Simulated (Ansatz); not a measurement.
Work and stress of cleavage in BN

All numbers below come from DFT PBE, scalar-relativistic, plane waves, PAW (Ansatz). Settings: plane waves to 420 eV, k-mesh 10×10×2 (Γ-centred), Gaussian smearing 0.05 eV. No spin polarisation. Energies are free energies at this smearing, counted from the undisturbed cell; pressure is positive in compression.

The undisturbed cell (relaxed at this level; this wurtzite form isn't the usual structure):

```
B N
1.0
    -2.55458    0.00000    0.00000
    -1.27729   -2.21233    0.00000
     0.00000    0.00000   12.67354
B N
6 6
Direct
  0.66667 0.66667 0.22912
  0.66667 0.66667 0.56245
  0.66667 0.66667 0.89579
  0.33333 0.33333 0.06245
  0.33333 0.33333 0.39579
  0.33333 0.33333 0.72912
  0.66667 0.66667 0.10425
  0.66667 0.66667 0.43758
  0.66667 0.66667 0.77091
  0.33333 0.33333 0.93758
  0.33333 0.33333 0.27091
  0.33333 0.33333 0.60425
```

The cut lies on the cell's a–b face, a (0 0 1) plane (indices in the standard cell, whose axes needn't be the Cartesian ones shown) of area 5.65 Å², between layers 1.58 Å apart. Vector c is lengthened by d along the normal with the atoms' Cartesian places fixed: one unrelaxed cut a cell. The traction is positive where the two halves pull on each other.

| d (Å) | energy (J/m²) | traction (GPa) |
| --- | --- | --- |
| -0.30 | 4.53 | -393.5 |
| -0.15 | 0.85 | -128.5 |
| 0.00 | 0.00 | 0.0 |
| 0.25 | 1.21 | 79.3 |
| 0.50 | 3.44 | 93.3 |
| 0.75 | 5.71 | 86.1 |
| 1.00 | 7.70 | 72.9 |
| 1.50 | 10.64 | 45.3 |
| 2.00 | 12.32 | 23.8 |
| 3.00 | 13.51 | 4.1 |
| 4.50 | 13.71 | 0.4 |
| 6.00 | 13.74 | 0.1 |

**Question.** What are the work of separation and the cleavage stress, and do they fit the universal binding curve?

**Answer.** The energy levels off near W ≈ 13.74 J/m² (the traction is down to 0.1 GPa), the energy of the two unrelaxed faces, 6.87 J/m² each on average. The largest sampled traction is 93.3 GPa at d = 0.50 Å, and a parabola through it and its two neighbours peaks at σ_max ≈ 93.6 GPa, d ≈ 0.54 Å. The curve E = W[1 − (1 + d/ℓ)exp(−d/ℓ)] peaks in traction at d = ℓ with σ_max = W/(eℓ); with 1 J/m² per Å = 10 GPa this W and σ_max give ℓ = 0.54 Å. A parabola through that curve at the same three d peaks at 0.57 Å, against 0.54 Å here, a fair fit. The cut parts unlike faces (N and B); in an ionic crystal that makes them polar, and the energy then depends on the thickness of the slab. The opened faces are metallic here, and spin polarisation, left out, could lower W. Real crystals break at far lower stress, because cracks concentrate it, and on the plane of lowest W, which needn't be this one.

The cut is rigid; relaxing the faces lowers these energies and usually the stresses.

The gap closes along the scan, which can put kinks into the curve.

Cost: 12 runs of about 2.9 core-minutes in all, on Intel Xeon Platinum 8259CL (Skylake/Cascade Lake) (shared hosts).